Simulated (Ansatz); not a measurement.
# BaO: how the settings move a single-point run

How sensitive is a single-point run of BaO to its settings? A reference run comes first, then one run with altered input.

Program: Ansatz 0.2.0. Level of theory: reference: DFT, PBE, PAW with Ansatz's default frozen-core files, scalar-relativistic. These are calculated values, not measurements.

## (1) The structure to begin with

The structure is cubic, space group Fm-3m (No. 225). Conventional cell: a = 4.277 Å, b = 4.277 Å, c = 4.277 Å, α = 90.00°, β = 90.00°, γ = 90.00°. Ba (site symmetry m-3m) is surrounded by 6 O at 2.14 Å. Around O (site symmetry m-3m) lie 6 Ba at 2.14 Å.

As a file:

```xyz
2
Lattice="0.0000 2.1383 2.1383 2.1383 0.0000 2.1383 2.1383 2.1383 0.0000" Properties=species:S:1:pos:R:3 pbc="T T T"
Ba    0.0000    0.0000    0.0000
O     2.1383    2.1383    2.1383
```

## (2) Baseline

Input file input.yaml:

```yaml
crystal:
  lattice:
    - [0.0, 2.1383034871, 2.1383034871]
    - [2.1383034871, 0.0, 2.1383034871]
    - [2.1383034871, 2.1383034871, 0.0]
  atoms:
    - { symbol: Ba, position: [0.0, 0.0, 0.0] }
    - { symbol: O, position: [0.5, 0.5, 0.5] }
kpoints:
  mp_grid: { grid: [9, 9, 9] }
  band_path:
    path:
      - [0.0, 0.0, 0.0]
      - [0.5, 0.0, 0.5]
      - [0.625, 0.25, 0.625]
      - [0.375, 0.375, 0.75]
      - [0.0, 0.0, 0.0]
      - [0.5, 0.5, 0.5]
      - [0.5, 0.25, 0.75]
      - [0.5, 0.0, 0.5]
    npoints: 6
scf:
  occupations: { method: fermi_dirac, width: 0.03 }
hamiltonian:
  xc: pbe
  pseudopotentials: { kind: paw }
output:
  forces: true
  stress: true
  eigenvalues: true
  efg: { contact_densities: true }
  populations: true
```

Launch:

```bash
$ ansatz run input.yaml --threads 1 --pin off --max-ram 2048MiB --backend cpu --events-out ev --progress --plain --runs-dir out
```

## (3) Changed: symmetry.detect false, mp_grid.grid [14, 14, 14], scf.algorithm direct_min

input.yaml: that of step 2 with these lines changed.

```diff
@@ -8,4 +8,5 @@
     - { symbol: O, position: [0.5, 0.5, 0.5] }
+  symmetry: { detect: false }
 kpoints:
-  mp_grid: { grid: [9, 9, 9] }
+  mp_grid: { grid: [14, 14, 14] }
   band_path:
@@ -23,2 +24,3 @@
   occupations: { method: fermi_dirac, width: 0.03 }
+  algorithm: direct_min
 hamiltonian:
```

Q: Predict the outcome of this session. Wanted: for each run, ending; energy change; pressure; gap; force.

As calculated:

```csv
run,ending,energy change,pressure (GPa),gap (eV),force (eV/Å),cycles,time
reference,converged,0,268.2,0.00,0.00,6,2.4 s
"1: symmetry.detect false, mp_grid.grid [14, 14, 14], scf.algorithm direct_min",converged,-0.9 meV/atom,268.6,0.00,0.00,4,49 s
```

Residual by cycle in the longest SCF loop of each run; runs are numbered as in the table. The quantity is the density residual dr2, in eV.

```csv
cycle,reference,run 1
1,0.0285,0.0312
2,0.00505,0.02
3,8.2e-4,1.6e-5
4,1.6e-5,1.7e-8
5,1.7e-7,-
6,1.1e-9,-
```

What this shows: Changing the use of symmetry, k-point mesh and solver moves the energy by -0.9 meV/atom, and the pressure goes from 268.2 to 268.6 GPa. The energy is not variational in the mesh, so the sign tells nothing. Cost: 4 SCF cycles against 6, 49 s against 2.4 s. The structure is not at rest: the sound run finds 268 GPa, so these are no properties of the relaxed crystal. 
